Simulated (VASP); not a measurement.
The system is TaC.

```
Ta C
1.0
     0.00000    2.23390    2.23390
     2.23390    0.00000    2.23390
     2.23390    2.23390    0.00000
Ta C
1 1
Direct
  0.00000 0.00000 0.00000
  0.50000 0.50000 0.50000
```

The cell is a database's computed one.

| Quantity | Value |
| --- | --- |
| Program | VASP 6.6.1 |
| Task | relaxation of cell and atoms |
| Functional | RPBE |
| Potentials or basis | VASP PAW PBE potentials, release 64 (Ta_pv, C) |
| Cutoff | 600 eV |
| k mesh | 16 × 16 × 16 |
| Occupations | gaussian, width 0.1 eV |
| Spin | no spin polarisation |

At the start: pressure 6.4 GPa; volume 11.15 Å³/atom.

Task: Where does the relaxation end?

Result: Over 4 steps the energy falls by 4.3 meV/atom and the volume is 11.37 Å³/atom (+2.0 %); space group Fm-3m (No. 225, to 0.05 Å).

Step by step:
```
step  energy change (eV)  largest force (eV/Å)  pressure (GPa)  volume (Å³)
   1              0.0000                0.0000            6.42        22.30
   2              0.0335                0.0000          -12.60        23.77
   3             -0.0087                0.0000           -0.08        22.74
   4             -0.0087                0.0000            0.04        22.74
```

Final structure:
```cif
data_structure
_symmetry_space_group_name_H-M 'P 1'
_symmetry_Int_Tables_number 1
_cell_length_a 3.1798
_cell_length_b 3.1798
_cell_length_c 3.1798
_cell_angle_alpha 60.000
_cell_angle_beta 60.000
_cell_angle_gamma 60.000
_cell_volume 22.74
loop_
_atom_site_label
_atom_site_type_symbol
_atom_site_fract_x
_atom_site_fract_y
_atom_site_fract_z
_atom_site_occupancy
Ta1 Ta 0.00000 0.00000 0.00000 1
C1 C 0.50000 0.50000 0.50000 1
```

Caveat: the PAW data sets were made with another functional, which shifts forces and pressure a little.
